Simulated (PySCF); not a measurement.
Reproducing measurements on C4H8

**Experimental background.**

NIST CCCBDB Release 22 (SRD 101), experimental polarizabilities lists, for the gas: mean polarisability 7.83 Å³.

The results are set against them at the end.

Compound: C4H8.
SMILES with atom numbers: `[CH2:1]=[CH:2][CH2:3][CH3:4]` (hydrogens: H5, H6 on C1; H7 on C2; H8, H9 on C3; H10, H11, H12 on C4)

Structure used (GFN2-xTB), in Å, numbered top down from 1:
```
atom  x, y, z in Å
C1     1.8773    0.3011    0.5687
C2     0.6712    0.6814    0.1930
C3    -0.2505   -0.1374   -0.6533
C4    -1.5398   -0.4679    0.0982
H5     2.2888   -0.6490    0.2681
H6     2.5082    0.9198    1.1843
H7     0.2776    1.6390    0.5101
H8    -0.5006    0.4248   -1.5578
H9     0.2473   -1.0611   -0.9538
H10   -1.3170   -1.0427    0.9943
H11   -2.2084   -1.0527   -0.5293
H12   -2.0530    0.4440    0.3955
```

The PySCF runs (gas phase, on this GFN2-xTB geometry; no spin–orbit coupling):

| level | job | basis functions | wall time |
| --- | --- | --- | --- |
| CAM-B3LYP/def2-SVPD | 8 singlets by full TDDFT, 3 Tamm–Dancoff triplets, polarisability | 144 | 13 s |

Hardware: Arm Neoverse V1, one thread, on a shared host.

**Comparison with experiment**

**Mean polarisability.** Measured: 7.83 Å³ (NIST CCCBDB Release 22 (SRD 101), experimental polarizabilities).

```
              level  computed (Å³)  computed − measured (Å³)  % (from the printed values)
CAM-B3LYP/def2-SVPD           7.53                     -0.30                           -4
```

The computed values are static and purely electronic, with core orbitals frozen in the response (1 au = 0.148185 Å³). The table of measured values doesn't say here whether a value is static or optical, or holds a vibrational part. The measurement averages over conformers, the calculation has one.

The geometry is computed, not the measured one. Where a level misses, the cause wasn't examined.
